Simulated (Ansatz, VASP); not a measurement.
## AlCu: VASP beside Ansatz

```
Al Cu
1.0
     3.03459    0.00000    0.00000
     0.00000    3.03459    0.00000
     0.00000    0.00000    3.03459
Al Cu
1 1
Direct
  0.00000 0.00000 0.00000
  0.50000 0.50000 0.50000
```

Alike in both runs: task single point; functional PBEsol; k mesh 14 × 14 × 14; occupations gaussian, width 0.1 eV; no spin polarisation.

```csv
,VASP,Ansatz
version,VASP 6.6.1,Ansatz 0.2.0
potentials or method,"VASP PAW PBE potentials, release 64 (Al, Cu)","scalar-relativistic, plane waves, PAW"
plane-wave cutoff (eV),520,420
valence electrons in the cell,14,22
```

|  | VASP | Ansatz | Ansatz less VASP |
| --- | --- | --- | --- |
| gap on the k mesh at the Fermi level (eV) | none | none | - |
| pressure (GPa) | -7.6 | -8.4 | -0.84 |

A gap of «none» marks a metal or a gap that the smearing closes. The two sets of potentials don't hold the same shells in valence.

Caveats: the PAW data sets were made with another functional, which shifts forces and pressure a little (VASP).
